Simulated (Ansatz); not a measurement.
# BeS (F-43m): thermal expansion from first principles

Wanted: α(T), C_P(T) and B(T) of BeS in the quasi-harmonic approximation.

What experiment has found for this phase:
- heat capacity C_P per formula unit 34.2 J/mol/K and bulk modulus 105 GPa near room temperature (given in “High-Throughput Prediction of Finite-Temperature Properties using the Quasi-Harmonic Approximation”, 2016, arXiv:1603.06924)

Main program and level: Ansatz 0.2.0; DFT LDA, scalar-relativistic, plane waves, PAW, in the first sound run; inputs show where later runs differ.

The database entry behind the starting cell differs from later determinations by our own check (0.1 to 0.3 % short, probably kX units), so it need not match the best structure at ambient conditions.

### Step 1. The starting structure

Symmetry: F-43m, No. 216, cubic system. Conventional cell: a = 4.850 Å, b = 4.850 Å, c = 4.850 Å, α = 90.00°, β = 90.00°, γ = 90.00°. Be has 4 S at 2.10 Å nearest. Nearest to S lie 4 Be at 2.10 Å. Farther neighbours and most contacts between anions are not listed.

### Step 2. A first coarse run

A cheap single point shows whether the cell is a metal or an insulator and how far it is from rest; that sets the k-mesh and the occupations of what follows.

The input, input.yaml:

```yaml
crystal:
  lattice:
    - [0.0, 2.425, 2.425]
    - [2.425, 0.0, 2.425]
    - [2.425, 2.425, 0.0]
  atoms:
    - { symbol: Be, position: [0.0, 0.0, 0.0] }
    - { symbol: S, position: [0.25, 0.25, 0.25] }
kpoints:
  mp_grid: { grid: [6, 6, 6] }
hamiltonian:
  xc: lda
scf:
  occupations: { method: gaussian, width: 0.1 }
output:
  forces: true
  stress: true
  eigenvalues: true
```

On the command line:

```bash
> ansatz run input.yaml --threads 4 --pin off --max-ram 16384MiB --backend cpu --events-out ev --progress --plain --runs-dir out
```

Numbers of over 12 decimals in the logs are rounded to 6 here.

The program printed:

```text
Engine: ansatz 0.2.0, aarch64-unknown-linux-gnu
Pseudopotentials: kind: paw
Pseudopotential: Be, paw, valence charge 2, recommended cutoff 420 eV (normal), Be.paw.azcp
Pseudopotential: S, paw, valence charge 6, recommended cutoff 420 eV (normal), S.paw.azcp
Functional definition: SPW92
  exchange = slater_x
  correlation = pw_c
Crystal: 2 atoms, lattice volume = 28.521 Å³
Basis set: ecut = 420 eV, 537 PW (Γ)
Bands: 8, of which v1, the nominal top of the filled ones, is band 4 counted from 1 (3 counted from 0)
Symmetry: 24 space group operations
Space group: F-43m (ITA 216), of the structure as read, at distance tolerance 3.1e-5 Å
k-points: 16 of 216 (time reversal used)
Non-local potential: Be, projectors of the file, l = 0: 2, l = 1: 2, l = 2: 1
Non-local potential: S, projectors of the file, l = 0: 2, l = 1: 2, l = 2: 2
PAW form: soft (Blöchl's): semilocal exchange-correlation on the pseudo side does not see the compensation charge
PAW frozen core: Be, regenerated for the run's functional, and the local potential with it (the file was generated under x = pbe(κ = 0.804, μ = 0.219515), c = pbe(β = 0.066725))
PAW frozen core: S, regenerated for the run's functional, and the local potential with it (the file was generated under x = pbe(κ = 0.804, μ = 0.219515), c = pbe(β = 0.066725))
PAW one-centre angular grid: Be, 110 points (default); XC on 64 Gauss nodes
PAW one-centre angular grid: S, 110 points (default); XC on 64 Gauss nodes
Initial density: superposition of atomic densities (neutral atoms: chi_scale 0, normalization atom), corrected by the library's trained network
Initial wavefunctions: pseudopotential atomic-orbital guess
Functional: x = slater, c = lda
SCF iter   1: F=—  HF=-960.007333 eV  |F-HF|=—  |Δ(HF+E_count)|=         —  Δρ=4.47e-3  dr2=3.51e-3  ethr=1.77e-3  ⟨swp⟩=5.1  Hψ=1047  notcnv=0
preconditioner: auto → none  [insulator: Δε(μ)=2.871 eV  Ē_g=12.642 eV  σ=0.100 eV  W_gap=1.00  n_scr=0 (ndim 8)  ℏωp=19.7 eV  f_vac=0.000  D(μ)=0.00/eV (n_scr^D=0)  ε∞_Penn≈3.4]
SCF iter   2: F=—  HF=-960.006535 eV  |F-HF|=—  |Δ(HF+E_count)|=   7.97e-4  Δρ=2.14e-3  dr2=7.37e-4  ethr=4.39e-5  ⟨swp⟩=1.0  Hψ=256  notcnv=0
SCF iter   3: F=—  HF=-960.006377 eV  |F-HF|=—  |Δ(HF+E_count)|=   1.58e-4  Δρ=2.99e-4  dr2=3.30e-5  ethr=9.21e-6  ⟨swp⟩=1.1  Hψ=133  notcnv=0
SCF iter   4: F=—  HF=-960.006369 eV  |F-HF|=—  |Δ(HF+E_count)|=   8.42e-6  Δρ=5.04e-5  dr2=7.39e-7  ethr=4.13e-7  ⟨swp⟩=2.2  Hψ=181  notcnv=0
iter 5 did not close the SCF: its close was put off for the readings that it lacked (scf_convergence_deferred on its scf_iter line)
SCF iter   5: F=-960.006369 eV  HF=-960.006369 eV  |F-HF|=5.67e-8  |Δ(HF+E_count)|=   7.79e-8  Δρ=1.59e-5  dr2=8.91e-8  ethr=9.24e-9  ⟨swp⟩=2.6  Hψ=194  notcnv=0
SCF iter   6: F=-960.006369 eV  HF=-960.006369 eV  |F-HF|=4.39e-9  |Δ(HF+E_count)|=   2.53e-8  Δρ=4.00e-6  dr2=6.12e-9  ethr=1.11e-9  ⟨swp⟩=2.6  Hψ=455  notcnv=0
SCF 1 converged in 6 iterations: F = -960.006369 eV  dr2 = 6.12e-9
  greatest PAW one-centre occupation: 0.837 electrons in one spin orbital (limit 2), on the S atom at site 1 (counted from 0), in its partial waves of l = 0
SCF converged after 6 iterations
Free energy (F): -960.006369 eV
Harris-Foulkes:  -960.006369 eV  (|F-HF|=4.39e-9)
Internal energy: -960.006369 eV  (E = F + TS)
E sigma→0 (E₀):  -960.006369 eV
Fermi energy:    6.614925 eV
--- Per-component energies (eV) ---
  E_band       = 0.001281
  E_kinetic    = 128.637841
  E_local      = -116.953555  (includes V_loc(G=0)·N_el)
  E_nonlocal   = 33.929895
  E_hartree    = 35.332243
  E_xc         = -116.329262
  E_vxc        = -109.199067  (∫ρ·V_xc dr)
  E_paw        = -623.986626  (= ΣΔE_a)
  E_vpaw       = -7.078790  (= ΣTr[D̂ρ^β])
  E_aug_tail   = 0.000001  (compensation charges beyond the density's cutoff)
  E_ewald      = -300.820390
  E_core_change = 0.183485  (= ΣΔE_core)
  E_smearing   = -0.000000  (= −TS)
  E_closure    = -0.000000  (closes the sum)
  Σ components = -960.006369   (vs F -960.006369, Δ=0.00e0)
--- Forces (eV/Å), atoms counted from 1 ---
  atom   1  Be     0.00000000    -0.00000000     0.00000000
  atom   2  S      0.00000000    -0.00000000    -0.00000000
  max |Σ_I F_I| component: 4.12e-16 eV/Å
--- Stress (GPa, compression-positive) ---
       -3.161836       0.000000       0.000000
        0.000000      -3.161836       0.000000
       -0.000000       0.000000      -3.161836
  P = ⅓ Tr σ = -3.1618 GPa (-31.618 kbar)
--- Band table (eV; the first three rows and the last of 16) ---
  k-point 0: bands = ["-8.5027", "5.1667", "5.1667", "5.1667", "10.6828", "10.6828", "10.6828", "10.8232"]
  k-point 1: bands = ["-8.1903", "3.2507", "4.8350", "4.8350", "10.5729", "11.2486", "11.2486", "12.8577"]
  k-point 2: bands = ["-7.4081", "0.5612", "4.3266", "4.3266", "10.5278", "11.6695", "11.6695", "15.3213"]
  k-point 15: bands = ["-6.2877", "0.5509", "1.7096", "1.9171", "10.1260", "11.6791", "14.9908", "15.4771"]
```

Run time: 0.71 s. Hardware: 4 threads of Arm Neoverse V2, shared host; peak memory 0.24 GiB; 1 s of CPU time.

A gap read on the k-mesh alone can miss the band edges.

This step gave:

```
pressure          : -3.162 GPa
gap on the k-mesh : 2.896 eV
volume per atom   : 14.26 Å³
```

The start is under -3.2 GPa at this level and looks like an insulator or semiconductor on this mesh.

### Step 3. Relaxation

The vibrations must be taken about the equilibrium of this functional, not about the starting cell, so the structure is relaxed.

input.yaml, the sections that differ from step 2:

```yaml
kpoints:
  mp_grid: { grid: [8, 8, 8] }
scf:
  occupations: { method: gaussian, width: 0.02 }
relax:
  adjacent_minimum: "off"
  f_tol: 0.005
  max_steps: 80
  cell: { stress_tol: 0.05 }
# crystal, hamiltonian, output: as in step 2
```

The program printed:

```text
[...]
Crystal: 2 atoms, lattice volume = 28.521 Å³
Basis set: ecut = 420 eV, 537 PW (Γ)
Bands: 8, of which v1, the nominal top of the filled ones, is band 4 counted from 1 (3 counted from 0)
Symmetry: 24 space group operations
[...]
k-points: 29 of 512 (time reversal used)
[...]
SCF iter   1: F=—  HF=-960.010334 eV  |F-HF|=—  |Δ(HF+E_count)|=         —  Δρ=4.52e-3  dr2=3.64e-3  ethr=1.77e-3  ⟨swp⟩=5.6  Hψ=1935  notcnv=0
[...]
SCF iter   6: F=-960.009289 eV  HF=-960.009289 eV  |F-HF|=6.12e-9  |Δ(HF+E_count)|=   1.69e-8  Δρ=4.45e-6  dr2=8.15e-9  ethr=8.21e-10  ⟨swp⟩=2.9  Hψ=812  notcnv=0
SCF 1 converged in 6 iterations: F = -960.009289 eV  dr2 = 8.15e-9
[...]
relax step   1: F+E_penalty+E_count = -960.00928947 eV  Δ(F+E_penalty+E_count) = +0.000e0 eV  max|allowed force component| = 1.492e-16 eV/Å  Δτ_max = 0.0000 Å  P = -3.201 GPa  Ω = 28.521 Å³  (6 SCF iters, dr2 threshold 1.00e-7 eV, accepted)
Crystal: 2 atoms, lattice volume = 27.976 Å³
[...]
iter 1 solved again at ethr=1.28e-5 eV; its pass at ethr=3.10e-3 eV (dr2=1.02e-3 eV) is discarded
[...]
SCF iter   4: F=-960.017209 eV  HF=-960.017209 eV  |F-HF|=7.72e-9  |Δ(HF+E_count)|=   3.31e-7  Δρ=2.85e-5  dr2=1.35e-7  ethr=2.50e-9  ⟨swp⟩=5.7  Hψ=1217  notcnv=0
SCF 2 converged in 4 iterations: F = -960.017209 eV  dr2 = 1.35e-7
relax step   2: F+E_penalty+E_count = -960.01720901 eV  Δ(F+E_penalty+E_count) = -7.920e-3 eV  max|allowed force component| = 2.544e-17 eV/Å  Δτ_max = 0.0000 Å  P = -1.398 GPa  Ω = 27.976 Å³  energy of the carried Pulay correction = +4.439e-5 eV  (4 SCF iters, dr2 threshold 2.00e-7 eV, accepted)
Crystal: 2 atoms, lattice volume = 27.567 Å³
[...]
SCF iter   4: F=-960.018961 eV  HF=-960.018961 eV  |F-HF|=6.72e-9  |Δ(HF+E_count)|=   1.52e-7  Δρ=2.17e-5  dr2=7.88e-8  ethr=2.50e-9  ⟨swp⟩=5.2  Hψ=1197  notcnv=0
SCF 3 converged in 4 iterations: F = -960.018961 eV  dr2 = 7.88e-8
[...]
relax step   3: F+E_penalty+E_count = -960.01896112 eV  Δ(F+E_penalty+E_count) = -1.752e-3 eV  max|allowed force component| = 4.857e-17 eV/Å  Δτ_max = 0.0000 Å  P = +0.068 GPa  Ω = 27.567 Å³  energy of the carried Pulay correction = +7.820e-5 eV  (4 SCF iters, dr2 threshold 2.00e-7 eV, accepted)
[...]
relax step   4: F+E_penalty+E_count = -960.01896339 eV  Δ(F+E_penalty+E_count) = -2.270e-6 eV  max|allowed force component| = 1.272e-17 eV/Å  Δτ_max = 0.0000 Å  P = -0.002 GPa  Ω = 27.586 Å³  energy of the carried Pulay correction = +7.665e-5 eV  (3 SCF iters, dr2 threshold 1.15e-8 eV, accepted)
[...]
SCF iter   1: F=—  HF=-960.018890 eV  |F-HF|=—  |Δ(HF+E_count)|=         —  Δρ=2.08e-5  dr2=1.48e-8  ethr=7.82e-7  ⟨swp⟩=2.3  Hψ=2556  notcnv=0
eigensolver tolerance schedule: the retry pair's looser diagonalisation over-reported the residual by 4211.66 of it (diagonalisation noise at an unbounded share of the residual, at the tolerance the schedule requests for it); recorded, not acted on — ethr = c·dr2/N_el stays at c = 1.0e-1
[...]
SCF iter   2: F=—  HF=-960.018890 eV  |F-HF|=—  |Δ(HF+E_count)|=   5.70e-7  Δρ=1.07e-5  dr2=3.31e-9  ethr=1.86e-10  ⟨swp⟩=2.4  Hψ=360  notcnv=0
[...]
SCF iter   4: F=-960.018890 eV  HF=-960.018890 eV  |F-HF|=7.05e-12  |Δ(HF+E_count)|=  1.13e-10  Δρ=1.94e-7  dr2=1.03e-11  ethr=1.00e-12  ⟨swp⟩=4.0  Hψ=1010  notcnv=0
SCF 5 converged in 4 iterations: F = -960.018890 eV  dr2 = 1.03e-11
relax step   5: F+E_penalty+E_count = -960.01888968 eV  Δ(F+E_penalty+E_count) = +7.371e-5 eV  max|allowed force component| = 1.619e-17 eV/Å  Δτ_max = 0.0000 Å  P = -0.003 GPa  Ω = 27.586 Å³  stress off target by 3.35e-3 GPa  SCF on the basis re-selected at this cell (its energy is not comparable with the rows above)  (4 SCF iters)
basis re-selected at this cell: Δ(F+E_penalty+E_count) = +7.371e-5 eV, ΔP = -0.002 GPa vs the last step (what re-selecting the basis moved, of the pressure what is left beyond the Pulay correction that the steps carried, after the strain that the cell walked since its last selection, with what the two solves' SCF thresholds leave and, on support functions, any second-order correction that the steps lacked; it is no m [...]
SCF converged after 4 iterations
Free energy (F): -960.018890 eV
[...]
Internal energy: -960.018890 eV  (E = F + TS)
E sigma→0 (E₀):  -960.018890 eV
Fermi energy:    6.966589 eV
[...]
--- Stress (GPa, compression-positive) ---
       -0.003350      -0.000000      -0.000000
       -0.000000      -0.003350       0.000000
       -0.000000       0.000000      -0.003350
  P = ⅓ Tr σ = -0.0034 GPa (-0.034 kbar)
--- Band table (eV; the first three rows and the last of 29) ---
[...]
--- Relaxed structure (4 steps of the walk, 4 accepted, 1 SCFs on fresh bases) ---
  F+E_penalty+E_count = -960.01888968 eV   max|allowed force component| = 1.619e-17 eV/Å   (the final SCF, on the basis selected at the relaxed cell)
  cell:  # Å, volume = 27.5859 Å³
    - [0, 2.398201, 2.398201]
    - [2.398201, 0, 2.398201]
    - [2.398201, 2.398201, 0]
  atoms:
    - { symbol: Be, position: [0, 0, 0] }
    - { symbol: S, position: [0.25, 0.25, 0.25] }
```

Elapsed: 1.2 s, on 4 threads; peak memory 0.28 GiB.

Step by step:

| step | energy less that of the first step (eV) | largest force component (eV/Å) | pressure (GPa) | volume (Å³) |
| --- | --- | --- | --- | --- |
| 1 | 0.0000 | 0.0000 | -3.20 | 28.52 |
| 2 | -0.0079 | 0.0000 | -1.40 | 27.98 |
| 3 | -0.0097 | 0.0000 | 0.07 | 27.57 |
| 4 | -0.0097 | 0.0000 | 0.00 | 27.59 |
| 5* | -0.0096 | 0.0000 | 0.00 | 27.59 |

Relaxation steps marked * repeat the geometry before them on a plane-wave basis chosen anew for their cell, so energy and pressure can jump there.

The run keeps the 24 symmetry operations that it works with, so distortions that break them were not tested.

| conventional cell, symmetrised | before | after | change |
| --- | --- | --- | --- |
| a (Å) | 4.850 | 4.796 | -1.1 % |
| b (Å) | 4.850 | 4.796 | -1.1 % |
| c (Å) | 4.850 | 4.796 | -1.1 % |
| volume (Å³/atom) | 14.26 | 13.79 | -3.3 % |

Final coordinates:

```
Be S
1.0
     0.00000    2.39820    2.39820
     2.39820    0.00000    2.39820
     2.39820    2.39820    0.00000
Be S
1 1
Cartesian
  0.0000 0.0000 0.0000
  1.1991 1.1991 1.1991
```

Numbers from this step:

```yaml
pressure: -0.003350 GPa
gap_on_the_k_mesh: 2.825 eV
volume_per_atom: 13.79 Å³
```

The relaxation ends with a pressure of 0.00 GPa.

### Step 4. Tight relaxation

The thresholds are tightened for a last relaxation ahead of the phonons, and where mesh or smearing change with them the cell follows.

input.yaml, the sections that differ from step 3:

```yaml
crystal:
  lattice:
    - [0.0, 2.3982014677, 2.3982014677]
    - [2.3982014677, 0.0, 2.3982014677]
    - [2.3982014677, 2.3982014677, 0.0]
  atoms:
    - { symbol: Be, position: [0.0, 0.0, 0.0] }
    - { symbol: S, position: [0.25, 0.25, 0.25] }
scf:
  occupations: { method: fixed }
relax:
  adjacent_minimum: "off"
  f_tol: 0.001
  max_steps: 60
  cell: { stress_tol: 0.01 }
# kpoints, hamiltonian, output: as in step 3
```

The program printed:

```text
[...]
Crystal: 2 atoms, lattice volume = 27.586 Å³
Basis set: ecut = 420 eV, 537 PW (Γ)
Bands: 8, of which v1, the nominal top of the filled ones, is band 4 counted from 1 (3 counted from 0)
Symmetry: 24 space group operations
[...]
k-points: 29 of 512 (time reversal used)
[...]
P = ⅓ Tr σ = -0.0033 GPa (-0.033 kbar)
--- Band table (eV; the first three rows and the last of 29) ---
[...]
--- Relaxed structure (1 steps of the walk, 1 accepted, 1 SCFs on fresh bases) ---
[...]
cell:  # Å, volume = 27.5859 Å³
    - [0.0, 2.3982014677, 2.3982014677]
    - [2.3982014677, 0.0, 2.3982014677]
    - [2.3982014677, 2.3982014677, 0.0]
  atoms:
    - { symbol: Be, position: [0.0, 0.0, 0.0] }
    - { symbol: S, position: [0.25, 0.25, 0.25] }
[key lines of the parts left out:]
SCF converged after 5 iterations
Free energy (F): -960.018890 eV
Fermi energy:    5.554331 eV
```

The job ended after 0.57 s (4 threads; peak memory 0.27 GiB).

Little changed from the start: no atom moved by 0.005 Å and no cell edge by 0.1 %.

Numbers from this step:

```
pressure : -0.003347 GPa
```

The residual pressure is -0.0033 GPa, small enough for phonons.

[end of part 1 of 4]

[Logs are printed without paths, hosts, clocks, repeated set-up lines and the standing remarks that a program may print on its own settings, such as how far it seeks lower states.]

[Hosts, paths, dates, database ids (printed as entryN), source tags and the programs' standing remarks are cut or masked in the printed files.]

[A step with changed settings may run another functional than the one named; its input shows which.]
